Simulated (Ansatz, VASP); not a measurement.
ZnSe: VASP beside Ansatz

File INCAR:

```
SYSTEM = ZnSe
  PREC = Accurate
  ENCUT = 520
  EDIFF = 1E-7
  ISMEAR = 0
  SIGMA = 0.05
  LREAL = .False.
  LASPH = .True.
  NELM = 60
  ALGO = Normal
  ISIF = 2
  LWAVE = .False.
  LCHARG = .False.
  GGA = PS
  NBANDS = 16
```

KPOINTS

```
Automatic mesh
0
Gamma
  10 10 10
  0 0 0
```

Contents of POSCAR:

```
ZnSe
1.0
    0.0000000000      2.8338000000      2.8338000000
    2.8338000000      0.0000000000      2.8338000000
    2.8338000000      2.8338000000      0.0000000000
Zn Se
1 1
Direct
    0.0000000000      0.0000000000      0.0000000000
    0.7500000000      0.7500000000      0.7500000000
```

Input for Ansatz:

```yaml
crystal:
  lattice:
    - [0.0, 2.8338, 2.8338]
    - [2.8338, 0.0, 2.8338]
    - [2.8338, 2.8338, 0.0]
  atoms:
    - { symbol: Zn, position: [0.0, 0.0, 0.0] }
    - { symbol: Se, position: [0.75, 0.75, 0.75] }
basis:
  ecutwfc: 420
kpoints:
  mp_grid: { grid: [10, 10, 10] }
hamiltonian:
  xc: pbesol
scf:
  occupations: { method: gaussian, width: 0.05 }
output:
  forces: true
  stress: true
  eigenvalues: true
```

Alike in both runs: task single point; functional PBEsol; k mesh 10 × 10 × 10; occupations gaussian, width 0.05 eV; no spin polarisation.

|  | VASP | Ansatz |
| --- | --- | --- |
| version | VASP 6.6.1 | Ansatz 0.2.0 |
| potentials or method | VASP PAW PBE potentials, release 64 (Zn, Se) | scalar-relativistic, plane waves, PAW |
| plane-wave cutoff (eV) | 520 | 420 |
| valence electrons in the cell | 18 | 28 |

VASP gave:

| Quantity | Value |
| --- | --- |
| gap on the k mesh at the Fermi level (eV) | 1.17 |
| least direct gap on the mesh (eV) | 1.17 |
| pressure (GPa) | -0.9 |

**Question.** Which values does Ansatz return?

**Answer.** gap on the k mesh at the Fermi level (eV): 1.17; least direct gap on the mesh (eV): 1.17; pressure (GPa): -1.1.

With one functional, cell and mesh, what is left measures potentials, basis and numerics. The two sets of potentials don't hold the same shells in valence.

Caveats: the PAW data sets were made with another functional, which shifts forces and pressure a little (VASP).
